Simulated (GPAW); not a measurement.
The system is CoO.

```xyz
2
Lattice="0.0000 2.1315 2.1315 2.1315 0.0000 2.1315 2.1315 2.1315 0.0000" Properties=species:S:1:pos:R:3 pbc="T T T"
Co    0.0000    0.0000    0.0000
O     2.1315    2.1315    2.1315
```

Base run:

```yaml
Program: GPAW 26.7.0
Functional: PBEsol
Potentials_or_basis: PAW data sets generated in the run's folder for this functional
Cutoff: 800 eV
Basis: pw
k_mesh: 11 × 11 × 11
Occupations: fermi-dirac, width 0.05 eV
Spin: collinear spin, ferromagnetic start
Starting_moments: "[2.0, 0.0] μB"
```

Its results: pressure -10.0 GPa; net moment 2.96 μB per cell; site moments Co +2.53; O +0.25 μB.

Q: The run is repeated on the same cell with these changes: hubbard terms from none to Co d U = 1 eV. What comes out?

A: Pressure -9.1 GPa; net moment 3.00 μB per cell; site moments Co +2.61; O +0.23 μB.

Caveats: a cell with one magnetic atom can't hold antiferromagnetic order, which such compounds often take.
